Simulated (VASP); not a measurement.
A run of VASP 6.6.1 is set up as follows.

The input INCAR:

```
PREC     = Accurate       # precision mode
ENCUT    = 520            # plane-wave cutoff, eV
EDIFF    = 1E-6           # SCF threshold, eV
ISMEAR   = 0              # smearing method
SIGMA    = 0.02           # smearing width, eV
LREAL    = False          # projectors in reciprocal space
LASPH    = True           # aspherical terms in the spheres
NELM     = 100            # most SCF steps
ALGO     = Fast           # electronic algorithm
ISIF     = 2              # what is computed and relaxed
LWAVE    = False          # write WAVECAR
LCHARG   = False          # write CHGCAR
GGA      = PE             # functional
NBANDS   = 11             # bands
```

File KPOINTS:

```
Automatic mesh
0
Gamma
  10 10 10
```

File POSCAR:

```
AlN
1.0
    0.0000000000      2.0352328721      2.0352328721
    2.0352328721      0.0000000000      2.0352328721
    2.0352328721      2.0352328721      0.0000000000
Al N
1 1
Direct
    0.5000000000      0.5000000000      0.5000000000
    0.0000000000      0.0000000000      0.0000000000
```

Potentials or basis: VASP PAW PBE potentials, release 64 (Al, N).

Run with:

```bash
$ cat potpaw_PBE.64/Al/POTCAR potpaw_PBE.64/N/POTCAR > POTCAR
$ mpirun -np 1 vasp_std > vasp.out
```

(1) What does it give for the band gap on the k mesh?

(2) Predict the pressure.

## Answers

(1) 4.41 eV, indirect (least direct gap 5.39 eV).

(2) -0.3 GPa.
